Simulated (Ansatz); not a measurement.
# Does disorder add resistance in series? Nb(100) layers with 12.5 % Rh

Two lengths of the disordered region are known. What area resistance does the third give?

**Method.** Ansatz 0.2.0, plane waves with PAW datasets at their recommended cutoffs (420 eV for most), Fermi-Dirac smearing; ballistic transmission by layer matching. The area resistance is RA = A (h/2e²)(1/T − 1/N), with T the zone-mean transmission per spin and N the lead's channels, both averaged over a few energies near the Fermi level; for magnets each spin is taken apart, with h/e², and the two conduct in parallel. Lateral cell 2x2, PBE, a fresh random draw for each length.

The runs, with one result withheld:

| length (Å) | channels N | RA (fΩ m²) |
| --- | --- | --- |
| 6.61 | 10.73 | 0.381 |
| 13.2 | 10.86 | 0.613 |
| 19.8 | 10.73 | ? |

**Estimate by hand.**

Ohm's law makes RA linear in the length: the slope is (0.613 − 0.381)/(13.2 − 6.61) = 0.0352 fΩ m² per Å, or 35 µΩ cm. Then 0.613 + 0.0352 × 6.61. Predicted: 0.846 fΩ m².

Check against the run:

0.850 fΩ m², so the prediction is 0.49 % too low. The three lengths together give 36 µΩ cm. The two increments are 0.23 and 0.24 fΩ m², roughly as Ohm's law has it, though with one draw for each length that is a weak test.

**Limits.** The scatterers repeat sideways with the small cell. The slope is a raw one; a model of isotropic scattering puts it 1.02 times the bulk value over these lengths. Atoms sit unrelaxed on the host's lattice, and the pair may not mix at random in practice.
